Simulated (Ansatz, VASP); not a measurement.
# Rb in VASP and in Ansatz

The input INCAR:

```
ALGO     = Normal         # electronic algorithm
EDIFF    = 1E-6           # SCF threshold, eV
ENCUT    = 520            # plane-wave cutoff, eV
GGA      = PE             # functional
ISIF     = 2              # what is computed and relaxed
ISMEAR   = 0              # smearing method
LASPH    = True           # aspherical terms in the spheres
LCHARG   = False          # write CHGCAR
LREAL    = False          # projectors in reciprocal space
LWAVE    = False          # write WAVECAR
NBANDS   = 10             # bands
NELM     = 80             # most SCF steps
PREC     = Accurate       # precision mode
SIGMA    = 0.15           # smearing width, eV
```

Contents of KPOINTS:

```
k-points
0
Gamma
  12 12 12
```

Contents of POSCAR:

```
Rb
1.0
   -2.8901800000      2.8901800000      2.8901800000
    2.8901800000     -2.8901800000      2.8901800000
    2.8901800000      2.8901800000     -2.8901800000
Rb
1
Direct
    0.0000000000      0.0000000000      0.0000000000
```

Input for Ansatz:

```yaml
crystal:
  lattice:
    - [-2.89018, 2.89018, 2.89018]
    - [2.89018, -2.89018, 2.89018]
    - [2.89018, 2.89018, -2.89018]
  atoms:
    - { symbol: Rb, position: [0.0, 0.0, 0.0] }
basis:
  ecutwfc: 420
kpoints:
  mp_grid: { grid: [12, 12, 12] }
hamiltonian:
  xc: pbe
scf:
  occupations: { method: gaussian, width: 0.15 }
output:
  forces: true
  stress: true
  eigenvalues: true
```

Change from the starting cell: strain +0.030 along x and y, +0.030 along z, atoms carried along.

Alike in both runs: task single point; functional PBE; k mesh 12 × 12 × 12; occupations gaussian, width 0.15 eV; no spin polarisation.

|  | VASP | Ansatz |
| --- | --- | --- |
| version | VASP 6.6.1 | Ansatz 0.2.0 |
| potentials or method | VASP PAW PBE potentials, release 64 (Rb_sv) | scalar-relativistic, plane waves, PAW |
| plane-wave cutoff (eV) | 520 | 420 |
| valence electrons in the cell | 9 | 9 |

|  | VASP | Ansatz | Ansatz less VASP |
| --- | --- | --- | --- |
| gap on the k mesh at the Fermi level (eV) | none | none | - |
| pressure (GPa) | -0.1 | -0.1 | 0.00 |

A gap of «none» marks a metal or a gap that the smearing closes. The functional is the same, so the differences come from potentials, cutoffs and numerics.
